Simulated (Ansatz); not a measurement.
Molecular dynamics on a 2×2×2 supercell (16 atoms) of InAs (rocksalt), relaxed with r2SCAN. Forces come from r2SCAN in Ansatz 0.2.0: a Nosé-Hoover thermostat at fixed volume, 1000 K, steps of 2 fs. Spin polarisation is off, nuclei are classical, and the run is far too short for thermal averages. The structure comes from a prototype and may be hypothetical.

```yaml
crystal:
  lattice:
    - [0.0, 5.6828672107, 5.6828672107]
    - [5.6828672107, 0.0, 5.6828672107]
    - [5.6828672107, 5.6828672107, 0.0]
  atoms:
    - { symbol: In, position: [0.0, 0.0, 0.0] }
    - { symbol: As, position: [0.25, 0.25, 0.25] }
    - { symbol: In, position: [0.0, 0.0, 0.5] }
    - { symbol: As, position: [0.25, 0.25, 0.75] }
    - { symbol: In, position: [0.0, 0.5, 0.0] }
    - { symbol: As, position: [0.25, 0.75, 0.25] }
    - { symbol: In, position: [0.0, 0.5, 0.5] }
    - { symbol: As, position: [0.25, 0.75, 0.75] }
    - { symbol: In, position: [0.5, 0.0, 0.0] }
    - { symbol: As, position: [0.75, 0.25, 0.25] }
    - { symbol: In, position: [0.5, 0.0, 0.5] }
    - { symbol: As, position: [0.75, 0.25, 0.75] }
    - { symbol: In, position: [0.5, 0.5, 0.0] }
    - { symbol: As, position: [0.75, 0.75, 0.25] }
    - { symbol: In, position: [0.5, 0.5, 0.5] }
    - { symbol: As, position: [0.75, 0.75, 0.75] }
kpoints:
  mp_grid: { grid: [2, 2, 2] }
hamiltonian:
  xc: r2scan
scf:
  occupations: { method: fermi_dirac, width: 0.086 }
md:
  ensemble: nvt_nose_hoover
  temperature: 1000
  timestep: 2.0
  n_steps: 30
  initial_velocities: maxwell_boltzmann
  seed: 9834
```

Command: `ansatz run input.yaml --threads 4 --pin off --max-ram 3686MiB --backend cpu --events-out ev --progress --plain --runs-dir out`. Wall time 4.7 min on 4 threads of Arm Neoverse V2, on a shared host; peak host memory 2.6 GiB.

```csv
step,t (fs),T (K),free energy F from step 0 (meV/atom),kinetic energy (meV/atom),largest force (eV/Å)
0,0,1000,0.0,121.2,0.00
1,2,999,0.1,121.1,0.06
2,4,997,0.4,120.8,0.12
3,6,993,0.9,120.3,0.18
4,8,987,1.6,119.6,0.24
5,10,980,2.5,118.7,0.29
6,12,971,3.6,117.6,0.35
7,14,960,4.8,116.4,0.40
8,16,948,6.3,114.9,0.44
9,18,934,8.0,113.2,0.49
10,20,919,9.9,111.3,0.54
11,22,902,12.0,109.3,0.60
12,24,883,14.3,107.0,0.65
13,26,863,16.7,104.6,0.70
14,28,842,19.3,102.1,0.76
15,30,820,22.1,99.4,0.82
16,32,797,24.9,96.6,0.88
17,34,774,27.9,93.8,0.95
18,36,750,30.9,90.9,1.01
19,38,726,33.9,88.0,1.06
20,40,702,36.9,85.1,1.12
21,42,679,39.9,82.3,1.17
22,44,657,42.7,79.6,1.22
23,46,636,45.5,77.1,1.26
24,48,617,48.0,74.8,1.30
25,50,599,50.4,72.6,1.34
26,52,584,52.5,70.8,1.36
27,54,571,54.4,69.2,1.39
28,56,560,56.0,67.8,1.40
29,58,551,57.3,66.8,1.41
30,60,545,58.4,66.1,1.42
```

The temperature goes from 1000 K to 545 K in 60 fs. The thermostat hasn't had time to restore it. The atoms start on their lattice sites with kinetic energy alone, so much of it first passes into potential energy. By the last step the atoms have moved 0.27 Å in the root mean square, the drift of the whole cell taken out, 0.42 Å at most.

Positions (Å) and forces (eV/Å) at step 30:
```
In  -0.076   0.016  -0.085     0.333  -0.643   0.741
As   3.105   2.803   2.758    -0.425   0.437  -0.296
In   2.760   2.771  -0.108     0.440   0.200   0.045
As   5.578   5.493   2.557    -0.304   1.211   0.230
In   2.837   0.215   2.891    -0.517  -0.623  -0.639
As   5.799   2.690   5.912    -0.268   0.716   0.255
In   5.748   3.010   3.011     0.214  -1.079  -0.137
As   8.588   5.636   5.468    -0.833   0.185   0.809
In   0.184   2.981   2.857    -0.361  -0.109   0.065
As   2.882   5.724   5.679     0.068  -0.624   0.978
In   2.852   5.583   3.154     0.036   0.336  -1.374
As   5.537   8.330   5.450     0.472  -0.275  -0.040
In   2.713   2.718   5.471    -0.070   0.211   0.860
As   5.573   5.786   8.718     1.105   0.065  -0.884
In   5.733   5.498   5.755    -0.094   0.501  -0.067
As   8.372   8.911   8.594     0.203  -0.508  -0.545
```
